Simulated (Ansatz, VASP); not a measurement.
Hf in VASP and in Ansatz

```xyz
3
Lattice="3.1241 0.0000 0.0000 -1.5620 2.7055 0.0000 0.0000 0.0000 22.1016" Properties=species:S:1:pos:R:3 pbc="T T T"
Hf    1.5620    0.9018    8.5000
Hf    0.0000    1.8037   10.9210
Hf    0.0000    0.0000   13.3423
```

Alike in both runs: functional PBEsol; k mesh 9 × 9 × 1; occupations gaussian, width 0.1 eV; no spin polarisation.

Ansatz relaxed the structure, and its values are those at the end. VASP's run is a single point on that final structure, the one shown.

|  | VASP | Ansatz |
| --- | --- | --- |
| version | VASP 6.6.1 | Ansatz 0.2.0 |
| potentials or method | VASP PAW PBE potentials, release 64 (Hf_pv) | scalar-relativistic, plane waves, PAW |
| plane-wave cutoff (eV) | 520 | 420 |
| valence electrons in the cell | 30 | 78 |

|  | VASP | Ansatz | Ansatz less VASP |
| --- | --- | --- | --- |
| gap on the k mesh at the Fermi level (eV) | none | none | - |
| rms of the force components (eV/Å) | 0.017 | 0.001 | -0.0165 |
| work function, face that differs most (eV) | 4.53 | 4.66 | +0.130 |

A gap of «none» marks a metal or a gap that the smearing closes. The functional is the same, so the differences come from potentials, cutoffs and numerics. The two sets of potentials don't hold the same shells in valence.

Caveats: the PAW data sets were made with another functional, which shifts forces and pressure a little (VASP). The runs have no spin-orbit coupling, so splittings on Hf are missing.
